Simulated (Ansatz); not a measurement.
CoO:

```
Co O
1.0
    -1.50800    1.50800    2.10725
     1.50800   -1.50800    2.10725
     1.50800    1.50800   -2.10725
Co O
1 1
Direct
  0.00000 0.00000 0.00000
  0.50000 0.50000 0.00000
```

Base run:

- Program: Ansatz 0.2.0
- Functional: PBE
- Potentials or basis: Ansatz PAW
- Cutoff: 420 eV (not typed: the program's choice for these potentials)
- k mesh: 12 × 12 × 12
- Occupations: fermi-dirac, width 0.05 eV
- Spin: no spin polarisation

Its results: band gap on the k mesh none (metal or under the smearing width); pressure -18.2 GPa.

**Question.** The run is repeated on the same cell with these changes: spin from no spin polarisation to collinear spin, ferromagnetic start. What comes out?

**Answer.** Band gap on the k mesh none (metal or under the smearing width); pressure 0.0 GPa; net moment 2.92 μB per cell; site moments Co +2.48; O +0.32 μB.

Caveats: semilocal functionals often make such compounds metallic where correlation or magnetic order opens a gap, which also shifts bond lengths; an odd number of electrons without spin polarisation forces a metal (some runs); a magnetic or distorted state may lie lower (some runs); a cell with one magnetic atom can't hold antiferromagnetic order, which such compounds often take (some runs).
